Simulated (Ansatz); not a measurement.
# CoSi2: the cost of one run

Method: DFT PBE, plane waves, PAW, scalar-relativistic, no spin polarisation, in Ansatz 0.2.0.

The COD entry's cell or inner coordinates are ideal or old and differ from later refinements, so a difference from it is no clean test against experiment.

### 1 The structure to begin with

The cell holds 12 atoms (Co4Si8): a = 5.356 Å, b = 5.356 Å, c = 5.356 Å, α = 90.00°, β = 90.00°, γ = 90.00°.

Structure file:

```xyz
12
Lattice="5.3560 0.0000 0.0000 0.0000 5.3560 0.0000 0.0000 0.0000 5.3560" Properties=species:S:1:pos:R:3 pbc="T T T"
Co    0.0000    0.0000    0.0000
Si    1.3390    1.3390    1.3390
Si    4.0170    4.0170    4.0170
Co    2.6780    2.6780    0.0000
Si    4.0170    4.0170    1.3390
Si    1.3390    1.3390    4.0170
Co    2.6780    0.0000    2.6780
Si    4.0170    1.3390    4.0170
Si    1.3390    4.0170    1.3390
Co    0.0000    2.6780    2.6780
Si    1.3390    4.0170    4.0170
Si    4.0170    1.3390    1.3390
```

### 2 Run 1

250 steps of 1.5 fs under a Langevin thermostat at 2800 K.

input.yaml

```yaml
crystal:
  lattice:
    - [5.356, 0.0, 0.0]
    - [0.0, 5.356, 0.0]
    - [0.0, 0.0, 5.356]
  atoms:
    - { symbol: Co, position: [0.0, 0.0, 0.0] }
    - { symbol: Si, position: [0.25, 0.25, 0.25] }
    - { symbol: Si, position: [0.75, 0.75, 0.75] }
    - { symbol: Co, position: [0.5, 0.5, 0.0] }
    - { symbol: Si, position: [0.75, 0.75, 0.25] }
    - { symbol: Si, position: [0.25, 0.25, 0.75] }
    - { symbol: Co, position: [0.5, 0.0, 0.5] }
    - { symbol: Si, position: [0.75, 0.25, 0.75] }
    - { symbol: Si, position: [0.25, 0.75, 0.25] }
    - { symbol: Co, position: [0.0, 0.5, 0.5] }
    - { symbol: Si, position: [0.25, 0.75, 0.75] }
    - { symbol: Si, position: [0.75, 0.25, 0.25] }
basis:
  ecutwfc: 420.0
kpoints:
  mp_grid: { grid: [2, 2, 2] }
hamiltonian:
  xc: pbe
  pseudopotentials: { kind: paw, azcp: { folder: soft_1 } }
scf:
  occupations: { method: fermi_dirac, width: 0.24 }
  lower_state_search: "off"
md:
  timestep: 1.5
  n_steps: 250
  ensemble: nvt_langevin
  temperature: 2800.0
  initial_velocities: maxwell_boltzmann
  seed: 543645
  friction: 0.02
```

Launch:

```console
$ ansatz run input.yaml --threads 1 --pin off --max-ram 3072MiB --backend cpu --events-out ev --progress --plain --runs-dir out
```

What time and memory should one allow on 1 thread of Arm Neoverse V2, shared host?

About 14 min, with a peak of 0.44 GiB.
